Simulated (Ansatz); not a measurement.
# Stationary points along a deformation path in Sb

All numbers below come from Ansatz, DFT PBE, scalar-relativistic, plane waves, PAW. Cutoff 420 eV, Γ-centred 16×16×16 k-points, Gaussian smearing of 0.15 eV. No spin polarisation. Energies are free energies at this smearing, counted from the undisturbed cell; pressure is positive in compression.

Zero of the scan (as given, not relaxed at this level; it stands at -2.5 GPa; this simple cubic form isn't the usual structure):

```yaml
crystal:
  lattice:
    - [3.16000, 0.00000, 0.00000]
    - [0.00000, 3.16000, 0.00000]
    - [0.00000, 0.00000, 3.16000]
  atoms:
    - { symbol: Sb, position: [0.00000, 0.00000, 0.00000] }
```

At fixed volume and fractional coordinates, lengths along (0.000, 0.000, 1.000) are scaled against those across it; ρ is that ratio over its starting value. V = 31.554 Å³/atom. Δσ is the stress along the axis less the mean stress across it (compression positive).

```
    ρ  ΔE (meV/atom)  Δσ (GPa) space group
0.650         1765.2     74.80       P4/mmm
0.707         1082.4     52.37       P4/mmm
0.780          514.1     36.02       P4/mmm
0.850          197.4     21.38       P4/mmm
0.920           41.9      8.92       P4/mmm
0.960            8.8      3.24       P4/mmm
1.000            0.0      0.00        Pm-3m
1.050           14.0     -4.26       P4/mmm
1.100           52.0     -8.01       P4/mmm
1.200          170.5    -12.60       P4/mmm
1.300          307.2    -13.70       P4/mmm
1.414          475.0    -17.38       P4/mmm
1.500          626.8    -22.21       P4/mmm
```

Problem. How does the stress give the slope of the energy, and where is the energy stationary?

Solution. Along the path d ln(length) is 2/3 d ln ρ on the axis and −1/3 d ln ρ across it, so dE/d ln ρ = −(2/3) V Δσ: the energy falls with ρ where Δσ is positive. Δσ vanishes or changes sign at ρ = 1.000 (Pm-3m), a minimum at 0.0 meV/atom. Pairs of stationary points between two samples would go unseen, and could change a minimum read from distant neighbours into a maximum. At ρ = 1.000 the cell is cubic, where symmetry alone makes the stress isotropic and the slope zero.

Problem. Which shear constant sets the curvature at ρ = 1?

Solution. For a cubic crystal E/V = (2/3) C (ln ρ)² with C = C′ = (C11 − C12)/2, so Δσ = −2C ln ρ. The parabola of Δσ against ln ρ through ρ = 0.960, 1 and 1.050 gives C ≈ 41 GPa with the ions clamped, rough because the steps are large. It is the stress–strain coefficient at this cell's pressure of -2.5 GPa, not the zero-pressure constant.

Problem. Integrate that slope from ρ = 1 to 0.850 by the trapezoid rule.

Solution. With V/N in Å³ and 1 eV/Å³ = 160.2 GPa the slopes at ρ = 1.000, 0.960, 0.920, 0.850 are 0, -425, -1171, -2808 meV/atom per unit of ln ρ. The steps add 8.7 + 34.0 + 157.4 = 200.1 meV/atom, against 197.4 from the energies; the trapezoid rule misses the curvature of the slope within each step.

In a metal these slopes depend on the k mesh and the smearing.